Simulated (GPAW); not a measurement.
Runs of GPAW 26.7.0 on AlN. The structure is hexagonal, space group P6_3mc (No. 186). Conventional cell: a = 3.113 Å, b = 3.113 Å, c = 4.981 Å, α = 90.00°, β = 90.00°, γ = 120.00°. Al (site symmetry 3m) is surrounded by 4 N at 1.89 Å. N (site symmetry 3m) has 4 Al at 1.89 Å as nearest neighbours. 

```tsv
task	level	potentials or basis	cell	cutoff (eV)	optimizer	fmax	max steps	band path	band points	gap on the mesh (eV)	pressure (GPa)	relaxed volume (Å³/atom)	largest force (eV/Å)
relaxation of cell and atoms	M06-L+D3	GPAW PAW data sets (gpaw-data 1.2.1), pw	relaxed	800	BFGS	0.02 eV/Å	40	-	-	4.48	0.0	(a)	-
band structure	LDA	the program's PAW data sets (release 1.2.1) made for this functional, pw	as given	800	-	-	-	GMKGALHA,LM,KH	100	4.28	-3.9	-	0.12
band structure	PBE	SG15 ONCV 1.2, pw	as given	1100	-	-	-	GMKGALHA,LM,KH	80	4.23	3.1	-	0.13
relaxation of cell and atoms	RPBE+D4	the program's PAW data sets (release 1.2.1) made for this functional, pw	relaxed	800	BFGS	0.05 eV/Å	40	-	-	4.33	0.0	10.33	0.01
band structure	SCAN	GPAW PAW data sets (gpaw-data 1.2.1), pw	as given	800	-	-	-	GMKGALHA,LM,KH	100	4.90	(b)	-	-
band structure	LDA	JTH PAW 2.0, LDA, pw	as given	800	-	-	-	GMKGALHA,LM,KH	80	4.23	-5.2	-	0.12
band structure	optPBE-vdW	GPAW PAW data sets (gpaw-data 1.2.1), pw	as given	800	-	-	-	GMKGALHA,LM,KH	60	4.45	-	-	0.13
relaxation of cell and atoms	RPBE+D3(BJ)	the program's PAW data sets (release 1.2.1) made for this functional, pw	relaxed	800	LBFGS	0.05 eV/Å	100	-	-	4.76	0.0	(c)	0.03
```

Alike in all rows: no spin polarisation; k mesh 7 × 7 × 4; smearing fermi-dirac 0.05 eV.

**Question.** Fill in the values left out.

**Answer.** (a) 10.21; (b) -1.3; (c) 9.82.

Caveats: later steps reuse the first step's grids (some runs); the PAW data sets were made with another functional, which shifts forces and pressure a little (some runs); the forces don't sum to zero, a sign of grid noise (some runs); the program truncates these outside data sets (some runs).

The runs don't all hold the same shells in valence.
